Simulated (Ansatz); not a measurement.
Relaxed sheet of InSe:

```yaml
crystal:
  lattice:
    - [4.02663, 0.00000, 0.00000]
    - [-2.01332, 3.48717, 0.00000]
    - [0.00000, 0.00000, 36.72257]
  periodic: [true, true, false]
  atoms:
    - { symbol: Se, position: [0.33333, 0.66667, 0.42667] }
    - { symbol: In, position: [0.00000, 0.00000, 0.46195] }
    - { symbol: In, position: [0.00000, 0.00000, 0.53805] }
    - { symbol: Se, position: [0.33333, 0.66667, 0.57333] }
```

Method: DFT PBE+D3(BJ), scalar-relativistic, plane waves, PAW in Ansatz. Settings: cutoff 420 eV, Γ-centred mesh 12×12×1 on the computed 4-atom cell, Gaussian smearing of 0.02 eV; no spin polarisation. The sheet is isolated along c (Coulomb cut-off).

Atoms relax at each strain; stress is positive in compression. Unstrained: gap 1.63 eV, thickness 5.385 Å.

(1) Which strain in the plane gives ΔE (meV/cell) = 8.9, σxx (N/m) = -0.99, σyy (N/m) = -0.28?

Results:

(1) Strain along x (y held) of +2 %. Stress that grows in proportion gives ΔE = ½σεA, with A = 14.04 Å² unstrained, so ε is about +2.0 %; negative stress means stretching. The gap is then 1.45 eV.